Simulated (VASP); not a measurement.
# Si2Mo (I4/mmm) in VASP: notebook

Aim: see how the results for Si2Mo move with the level of theory and the settings. Levels: RPBE, AM05. Tasks: relaxation of cell and atoms.

All numbers are computed with VASP 6.6.1; they aren't measurements. Logs are shortened: lines on timing, memory, paths and dates and some standing lists are left out, and cuts for length are marked.

## 1. The crystal as given

Symmetry: I4/mmm, No. 139, tetragonal system. Conventional cell: a = 3.200 Å, b = 3.200 Å, c = 7.861 Å, α = 90.00°, β = 90.00°, γ = 90.00°. Around Si (site symmetry 4mm) lie 5 Si at 2.61 to 2.63 Å and 5 Mo at 2.62 Å. Around Mo (site symmetry 4/mmm) lie 10 Si at 2.62 Å.

## 2. Relaxation of cell and atoms, RPBE

The input, INCAR:

```
ALGO = Normal
EDIFF = 1E-6
EDIFFG = -0.01
ENCUT = 600
GGA = RP
IBRION = 2
ISIF = 3
ISMEAR = 1
LASPH = True
LCHARG = False
LREAL = False
LWAVE = False
NELM = 80
NSW = 90
PREC = Accurate
SIGMA = 0.1
```

The input, KPOINTS:

```
k-points
0
Gamma
  16 16 16
```

The input, POSCAR:

```
Si2Mo
1.0
   -1.6000000000      1.6000000000      3.9305000000
    1.6000000000     -1.6000000000      3.9305000000
    1.6000000000      1.6000000000     -3.9305000000
Si Mo
2 1
Direct
    0.3330000000      0.3330000000      0.0000000000
    0.6670000000      0.6670000000      0.0000000000
    0.0000000000      0.0000000000      0.0000000000
```

Potentials or basis: VASP PAW PBE potentials, release 64 (Si, Mo_sv).

Started as:

```sh
$ cat potpaw_PBE.64/Si/POTCAR potpaw_PBE.64/Mo_sv/POTCAR > POTCAR
$ mpirun -np 1 vasp_std > vasp.out
```

OUTCAR:

```text
EDIFF = 1E-6
   EDIFFG = -0.01
   ENCUT = 600
   GGA = RP
   IBRION = 2
   ISIF = 3
   ISMEAR = 1
   LASPH = True
   LREAL = False
   NELM = 80
   NSW = 90
   PREC = Accurate

 ion  position               nearest neighbor table
   1  0.333  0.333  0.000-   2 2.61   2 2.61   2 2.61   2 2.61   3 2.62   3 2.62   3 2.62   3 2.62
                             3 2.62   2 2.63
   2  0.667  0.667  0.000-   1 2.61   1 2.61   1 2.61   1 2.61   3 2.62   3 2.62   3 2.62   3 2.62
                             3 2.62   1 2.63
   3  0.000  0.000  0.000-   2 2.62   1 2.62   2 2.62   1 2.62   2 2.62   1 2.62   1 2.62   2 2.62
                             1 2.62   2 2.62

  LATTYP: Found a body centered tetragonal cell.
 ALAT       =     3.2000000000
 C/A-ratio  =     2.4565625000

  Lattice vectors:

 A1 = (  -1.6000000000,   1.6000000000,   3.9305000000)
 A2 = (   1.6000000000,  -1.6000000000,   3.9305000000)
 A3 = (   1.6000000000,   1.6000000000,  -3.9305000000)

Analysis of symmetry for initial positions (statically):
=====================================================================
 Subroutine PRICEL returns:
 Original cell was already a primitive cell.

 Routine SETGRP: Setting up the symmetry group for a
 body centered tetragonal supercell.

 Subroutine GETGRP returns: Found 16 space group operations
 (whereof 16 operations were pure point group operations)
 out of a pool of 16 trial point group operations.

The static configuration has the point symmetry D_4h.

Analysis of symmetry for dynamics (positions and initial velocities):
=====================================================================
 Subroutine PRICEL returns:
 Original cell was already a primitive cell.

 Routine SETGRP: Setting up the symmetry group for a
 body centered tetragonal supercell.

 Subroutine GETGRP returns: Found 16 space group operations
 (whereof 16 operations were pure point group operations)
 out of a pool of 16 trial point group operations.

The dynamic configuration has the point symmetry D_4h.

 Subroutine INISYM returns: Found 16 space group operations
 (whereof 16 operations are pure point group operations),
 and found     1 'primitive' translations

----------------------------------------------------------------------------------------

                                     Primitive cell

  volume of cell :      40.2483

  direct lattice vectors                    reciprocal lattice vectors
    -1.600000000  1.600000000  3.930500000     0.000000000  0.312500000  0.127210279
     1.600000000 -1.600000000  3.930500000     0.312500000  0.000000000  0.127210279
     1.600000000  1.600000000 -3.930500000     0.312500000  0.312500000  0.000000000

  length of vectors
     4.535287229  4.535287229  4.535287229     0.337399918  0.337399918  0.441941738

  position of ions in fractional coordinates (direct lattice)
     0.333000000  0.333000000  0.000000000
     0.667000000  0.667000000  0.000000000
     0.000000000  0.000000000  0.000000000

  ion indices of the primitive-cell ions
   primitive index   ion index
                 1           1
                 2           2
                 3           3

----------------------------------------------------------------------------------------

 KPOINTS: k-points

Automatic generation of k-mesh.
 Grid dimensions read from file:
 generate k-points for:   16   16   16

 Generating k-lattice:

  Cartesian coordinates                     Fractional coordinates (reciprocal lattice)
     0.000000000  0.019531250  0.007950642     0.062500000  0.000000000 -0.000000000
     0.019531250  0.000000000  0.007950642     0.000000000  0.062500000 -0.000000000
     0.019531250  0.019531250  0.000000000     0.000000000  0.000000000  0.062500000

  Length of vectors
     0.021087495  0.021087495  0.027621359

  Shift w.r.t. Gamma in fractional coordinates (k-lattice)
     0.000000000  0.000000000  0.000000000

 Subroutine IBZKPT returns following result:
 ===========================================

 Found    349 irreducible k-points:

 Following reciprocal coordinates:
            Coordinates               Weight
  0.000000  0.000000  0.000000      1.000000
  0.062500  0.000000  0.000000      8.000000
  0.125000  0.000000  0.000000      8.000000
  0.187500  0.000000 -0.000000      8.000000
  0.250000  0.000000  0.000000      8.000000
  0.312500  0.000000  0.000000      8.000000
[... 16 lines left out ...]
 -0.125000  0.062500 -0.000000     16.000000
 -0.062500  0.062500  0.000000      4.000000
 [... further k-points ...]
   k-points           NKPTS =    349   k-points in BZ     NKDIM =    349   number of bands    NBANDS=     15
   number of dos      NEDOS =    301   number of ions     NIONS =      3
   total plane-waves  NPLWV =  46656
   dimension x,y,z NGX =    36 NGY =   36 NGZ =   36
   dimension x,y,z NGXF=    72 NGYF=   72 NGZF=   72
   ions per type =               2   1
   NGX,Y,Z   is equivalent  to a cutoff of  13.20, 13.20, 13.20 a.u.
   NGXF,Y,Z  is equivalent  to a cutoff of  26.39, 26.39, 26.39 a.u.
 SYSTEM =  unknown system
   PREC   = accura    normal or accurate (medium, high low for compatibility)
   ISTART =      0    job   : 0-new  1-cont  2-samecut
   ICHARG =      2    charge: 1-file 2-atom 10-const
   ISPIN  =      1    spin polarized calculation?
   LNONCOLLINEAR =      F non collinear calculations
   LSORBIT =      F    spin-orbit coupling
   LASPH  =      T    aspherical Exc in radial PAW
   ENCUT  =  600.0 eV  44.10 Ry    6.64 a.u.   9.06  9.06  9.06*2*pi/ulx,y,z
   NELM   =     80;   NELMIN=  2; NELMDL= -5     # of ELM steps
   EDIFF  = 0.1E-05   stopping-criterion for ELM
   LREAL  =      F    real-space projection
   EDIFFG = -.1E-01   stopping-criterion for IOM
   NSW    =     90    number of steps for IOM
   IBRION =      2    ionic relax: 0-MD 1-quasi-New 2-CG
   NFREE  =      1    steps in history (QN), initial steepest desc. (CG)
   ISIF   =      3    stress and relaxation
   ISYM   =      2    0-nonsym 1-usesym 2-fastsym
   POTIM  = 0.5000    time-step for ionic-motion
   TEBEG  =    0.0;   TEEND  =   0.0 temperature during run
   PSTRESS=    0.0 pullay stress
   NELECT =      22.0000    total number of electrons
   NUPDOWN=      -1.0000    fix difference up-down
   EMIN   =  10.00;   EMAX   =-10.00  energy-range for DOS
   EFERMI =   0.00;   METHOD = LEGACY
   ISMEAR =     1;   SIGMA  =   0.10  broadening in eV -4-tet -1-fermi 0-gaus
   EFERMI_NEDOS =   21; number of points for ismear=-14 and -15
   IALGO  =     38    algorithm
   IMIX   =      4    mixing-type and parameters
     AMIX     =   0.40;   BMIX     =  1.00
     AMIX_MAG =   1.60;   BMIX_MAG =  1.00
  volume/ion in A,a.u.               =      13.42        90.54
  Fermi-wavevector in a.u.,A,eV,Ry     =   1.338546  2.529484 24.377614  1.791704
  Thomas-Fermi vector in A             =   2.467007
   LORBIT       =      0    0 simple, 1 ext, 2 COOP (PROOUT), +10 PAW based schemes
   GGA     = RP    functional components
   LHFCALC =     F    Hartree Fock is set to
   AEXX    =    0.0000 exact exchange contribution
   IVDW    =     0    specifies the selected vdW correction
   LEPSILON=     F    determine dielectric tensor
   LRPA    =     F    only Hartree local field effects (RPA)
 conjugate gradient relaxation of ions
 non-spin polarized calculation
 Methfessel and Paxton  Order N= 1 SIGMA  =   0.10
  energy-cutoff  :      600.00
  volume of cell :       40.25
 maximum number of plane-waves:      1362
   NGX = 19   NGY = 19   NGZ = 19

--------------------------------------- Ionic step        1  -------------------------------------------

 number of electron      22.0000000 magnetization

 Free energy of the ion-electron system (eV)
  ---------------------------------------------------
  ext. energy  EPLUGINS =         0.00000000
  ---------------------------------------------------
  free energy    TOTEN  =       -22.06307342 eV

  energy without entropy =      -22.06267007  energy(sigma->0) =      -22.06293897

------------------------ aborting loop because EDIFF is reached ----------------------------------------

  FORCE on cell =-STRESS in cart. coord.  units (eV):
  Direction    XX          YY          ZZ          XY          YZ          ZX
  --------------------------------------------------------------------------------------
  -------------------------------------------------------------------------------------
  Total        1.2663426      1.2663426      1.0019932      0.0000000      0.0000000     -0.0000000
  in kB       50.4096899     50.4096899     39.8866538      0.0000000      0.0000000     -0.0000000
  external PRESSURE =      46.9020112 kB  Pullay stress =       0.0000000 kB
[... 170 lines left out ...]
  energy  without entropy=      -22.0806620363  energy(sigma->0) =      -22.08082649

--------------------------------------- Ionic step        6  -------------------------------------------

 number of electron      22.0000000 magnetization

 Free energy of the ion-electron system (eV)
  ---------------------------------------------------
  ext. energy  EPLUGINS =         0.00000000
  ---------------------------------------------------
  free energy    TOTEN  =       -22.08103015 eV

  energy without entropy =      -22.08078771  energy(sigma->0) =      -22.08094934

 E-fermi :  11.9746     XC(G=0): -12.2838

 val. band max:       11.9731646124   @ k =  -0.4375   0.5000   0.3125
 cond. band min:      11.9778508595   @ k =  -0.3750   0.5000   0.3750
 fundamental gap:      0.0046862471
 Fermi energy:        11.9745967750

 k-point     1 :       0.0000    0.0000    0.0000
  band No.  band energies     occupation
      1     -48.7737      2.00000
      2     -22.9066      2.00000
      3     -22.8471      2.00000
      4     -22.8471      2.00000
      5      -1.2493      2.00000
      6       5.7455      2.00000
      7       8.5790      2.00000
      8       9.0573      2.00000
      9       9.4298      2.00000
     10       9.4298      2.00000
     11      12.3320     -0.00001
     12      15.0197      0.00000
     13      15.2122      0.00000
     14      15.4291      0.00000
     15      15.4291      0.00000
[... 397 lines left out ...]
 k-point    24 :      -0.0625    0.0625    0.0000
  band No.  band energies     occupation
      1     -48.7724      2.00000
      2     -22.9048      2.00000
      3     -22.8558      2.00000
      4     -22.8545      2.00000
      5      -1.1307      2.00000
      6       5.8506      2.00000
      7       8.1553      2.00000
      8       9.0868      2.00000
      9       9.1301      2.00000
     10       9.8956      2.00000
     11      11.8860      2.01787
     12      14.6350      0.00000
     13      15.2667      0.00000
     14      15.4101      0.00000
     15      15.4855      0.00000

 [... further k-points ...]

------------------------ aborting loop because EDIFF is reached ----------------------------------------

  FORCE on cell =-STRESS in cart. coord.  units (eV):
  Direction    XX          YY          ZZ          XY          YZ          ZX
  --------------------------------------------------------------------------------------
  -------------------------------------------------------------------------------------
  Total        0.0233234      0.0233234      0.0114147      0.0000000      0.0000000     -0.0000000
  in kB        0.9071113      0.9071113      0.4439491      0.0000000      0.0000000     -0.0000000
  external PRESSURE =       0.7527239 kB  Pullay stress =       0.0000000 kB
[... 18 lines left out ...]
  FREE ENERGIE OF THE ION-ELECTRON SYSTEM (eV)
  ---------------------------------------------------
  free  energy   TOTEN  =       -22.0810301545 eV

  energy  without entropy=      -22.0807877074  energy(sigma->0) =      -22.08094934

 reached required accuracy - stopping structural energy minimisation
```

Wall time 5.9 min (1 thread of Intel Xeon 6975P-C (Granite Rapids), shared host); peak memory 0.41 GiB.

What came out:

```
Free energy                            : -22.0810 eV
Relaxed volume                         : 13.73 Å³/atom
Relaxed cell                           : a = 4.563 Å, b = 4.563 Å, c = 4.563 Å, α = 138.55°, β = 138.55°, γ = 60.06°
Space group after relaxing (to 0.05 Å) : I4/mmm (No. 139)
Energy gained by relaxing              : 6.0 meV/atom
Ionic steps                            : 6
Pressure after relaxing                : 0.1 GPa
Band gap on the k mesh                 : none (metal or under the smearing width)
```

The path:
| step | energy change (eV) | largest force (eV/Å) | pressure (GPa) | volume (Å³) |
| --- | --- | --- | --- | --- |
| 1 | 0.0000 | 0.2445 | 4.69 | 40.25 |
| 2 | 0.0100 | 0.1420 | -6.20 | 42.58 |
| 3 | -0.0156 | 0.1935 | -0.40 | 41.25 |
| 4 | -0.0178 | 0.0324 | -0.04 | 41.22 |
| 5 | -0.0178 | 0.0233 | -0.05 | 41.22 |
| 6 | -0.0180 | 0.0018 | 0.08 | 41.19 |

Final structure:
```cif
data_structure
_symmetry_space_group_name_H-M 'P 1'
_symmetry_Int_Tables_number 1
_cell_length_a 4.5627
_cell_length_b 4.5627
_cell_length_c 4.5627
_cell_angle_alpha 138.550
_cell_angle_beta 138.550
_cell_angle_gamma 60.062
_cell_volume 41.19
loop_
_atom_site_label
_atom_site_type_symbol
_atom_site_fract_x
_atom_site_fract_y
_atom_site_fract_z
_atom_site_occupancy
Si1 Si 0.33505 0.33505 0.00000 1
Si2 Si 0.66495 0.66495 0.00000 1
Mo1 Mo 0.00000 0.00000 0.00000 1
```

Caveat: the PAW data sets were made with another functional, which shifts forces and pressure a little.

(Continued in part 2 of 2.)
